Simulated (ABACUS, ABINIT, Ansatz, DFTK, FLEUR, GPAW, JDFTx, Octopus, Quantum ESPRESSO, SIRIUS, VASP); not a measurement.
# CoO: 12 runs at one level of theory

```xyz
2
Lattice="0.0000 2.1315 2.1315 2.1315 0.0000 2.1315 2.1315 2.1315 0.0000" Properties=species:S:1:pos:R:3 pbc="T T T"
Co    0.0000    0.0000    0.0000
O     2.1315    2.1315    2.1315
```

Alike in all runs: task single point; functional PBEsol; k mesh 11 × 11 × 11; occupations fermi-dirac, width 0.05 eV; collinear spin, ferromagnetic start; no spin-orbit coupling. The measured crystal is an antiferromagnetic insulator; the state found here is the runs' own. Pressure is positive in compression and, in plane waves, holds the error of the finite cutoff.

```csv
program and potentials,plane-wave cutoff (eV),notes,pressure (GPa),net moment per atom (μB)
"SIRIUS, all-electron FP-LAPW, apw+lo standard",-,-,-,1.46
"ABACUS, PseudoDojo NC SR 0.4.1 PBEsol standard, plane waves",1320,11.5 valence electrons an atom on average,-11.12,1.49
"DFTK, PseudoDojo SR PBEsol 0.4.1 standard (PBEsol)",1306,11.5 valence electrons an atom on average,-11.10,1.49
"FLEUR, all-electron, FLAPW",-,-,-,1.48
"JDFTx, PseudoDojo-SR-PBEsol-0.4.1-standard with smoothed tails",1306,11.5 valence electrons an atom on average,-11.11,1.49
"Ansatz, all-electron LAPW, scalar-relativistic",-,-,-10.84,1.48
"GPAW, PAW data sets generated for this functional",800,7.5 valence electrons an atom on average,-10.00,1.48
"ABINIT, PseudoDojo NC SR PBEsol v0.4.1 standard",1306,11.5 valence electrons an atom on average,-11.10,1.49
"VASP, PBE PAW files Co, O, 520 eV",520,potentials made for PBE; 7.5 valence electrons an atom on average,-11.31,1.47
"Quantum ESPRESSO, GBRV 1.5 PBEsol",762,11.5 valence electrons an atom on average,-10.66,1.50
"Octopus, pseudodojo_pbesol (PseudoDojo 0.4, PBEsol)",-,11.5 valence electrons an atom on average,-,1.49
"SIRIUS, PseudoDojo 0.4.1 PBEsol standard (scalar relativistic)",1307,11.5 valence electrons an atom on average,-11.12,1.49
```

The pressure spans -11.31 (VASP, PBE PAW files Co, O, 520 eV) to -10.00 GPa (GPAW, PAW data sets generated for this functional), with all-electron results at -10.84. The net moment per atom spans 1.46 (SIRIUS, all-electron FP-LAPW, apw+lo standard) to 1.50 μB (Quantum ESPRESSO, GBRV 1.5 PBEsol), with all-electron results at 1.46 to 1.48. The cell lies far from this level's equilibrium. The state is the one that the start led to, which needn't be the lowest.

The functional is the same throughout but for its coding, so the spread measures potentials, basis and numerics; runs on potential files found faulty are left out.
